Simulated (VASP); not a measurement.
A run of VASP 6.6.1 is set up as follows.

INCAR

```
SYSTEM = NbH
  ALGO = Fast
  EDIFF = 1E-6
  ENCUT = 520
  GGA = PS
  ISIF = 2
  ISMEAR = 0
  LASPH = .TRUE.
  LCHARG = .FALSE.
  LREAL = .FALSE.
  LWAVE = .FALSE.
  NBANDS = 14
  NELM = 100
  PREC = Accurate
  SIGMA = 0.15
```

Contents of KPOINTS:

```
k-points
0
G
  22 22 22
  0 0 0
```

Contents of POSCAR:

```
NbH
1.0
   -1.5810406927      1.5810406927      2.0499050750
    1.5810406927     -1.5810406927      2.0499050750
    1.5810406927      1.5810406927     -2.0499050750
Nb H
1 1
Direct
    0.0000000000      0.0000000000      0.0000000000
    0.5000000000      0.5000000000      0.0000000000
```

Potentials or basis: VASP PAW PBE potentials, release 64 (Nb_sv, H).

Command:

```sh
$ cat potpaw_PBE.64/Nb_sv/POTCAR potpaw_PBE.64/H/POTCAR > POTCAR
$ mpirun -np 1 vasp_std > vasp.out
```

Task: Estimate the pressure.

Result: -8.3 GPa.

Task: What does it give for the band gap on the k mesh?

Result: None (metal or under the smearing width).

Stress tensor (GPa, compression positive):
```
 -7.38   0.00   0.00
  0.00  -7.38   0.00
  0.00   0.00 -10.28
```

Caveat: the PAW data sets were made with another functional, which shifts forces and pressure a little.
